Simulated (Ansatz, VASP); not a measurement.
# PbS: VASP beside Ansatz

File INCAR:

```
PREC     = Accurate       # precision mode
ENCUT    = 520            # plane-wave cutoff, eV
EDIFF    = 1E-6           # SCF threshold, eV
ISMEAR   = 0              # smearing method
SIGMA    = 0.1            # smearing width, eV
LREAL    = F              # projectors in reciprocal space
LASPH    = T              # aspherical terms in the spheres
NELM     = 80             # most SCF steps
ALGO     = Normal         # electronic algorithm
ISIF     = 2              # what is computed and relaxed
LWAVE    = F              # write WAVECAR
LCHARG   = T              # write CHGCAR
GGA      = PE             # functional
IVDW     = 12             # dispersion correction
LELF     = T              # ELF
LVHAR    = T            
NBANDS   = 17             # bands
```

The input KPOINTS:

```
Automatic mesh
0
Gamma
  6 6 6
```

Contents of POSCAR:

```
PbS
1.0
    0.0000000000      2.9650000000      2.9650000000
    2.9650000000      0.0000000000      2.9650000000
    2.9650000000      2.9650000000      0.0000000000
Pb S
1 1
Direct
    0.0000000000      0.0000000000      0.0000000000
    0.5000000000      0.5000000000      0.5000000000
```

Input for Ansatz:

```yaml
crystal:
  lattice:
    - [0.0, 2.965, 2.965]
    - [2.965, 0.0, 2.965]
    - [2.965, 2.965, 0.0]
  atoms:
    - { symbol: Pb, position: [0.0, 0.0, 0.0] }
    - { symbol: S, position: [0.5, 0.5, 0.5] }
basis:
  ecutwfc: 420
kpoints:
  mp_grid: { grid: [6, 6, 6] }
hamiltonian:
  xc: pbe
  dispersion: d3bj
scf:
  occupations: { method: gaussian, width: 0.1 }
output:
  forces: true
  stress: true
  eigenvalues: true
```

Alike in both runs: task single point; functional PBE; dispersion D3(BJ); k mesh 6 × 6 × 6; occupations gaussian, width 0.1 eV; no spin polarisation.

|  | VASP | Ansatz |
| --- | --- | --- |
| version | VASP 6.6.1 | Ansatz 0.2.0 |
| potentials or method | VASP PAW PBE potentials, release 64 (Pb_d, S) | scalar-relativistic, plane waves, PAW |
| plane-wave cutoff (eV) | 520 | 420 |
| valence electrons in the cell | 20 | 20 |

VASP gave:

| Property | Result |
| --- | --- |
| gap on the k mesh at the Fermi level (eV) | 0.36 |
| least direct gap on the mesh (eV) | 0.36 |
| pressure (GPa) | 0.0 |

Q: Which values does Ansatz return?

A: gap on the k mesh at the Fermi level (eV): 0.36; least direct gap on the mesh (eV): 0.36; pressure (GPa): 0.1.

Caveats: spin-orbit coupling is left out, which as a rule narrows the gap of such compounds by several tenths of an eV.
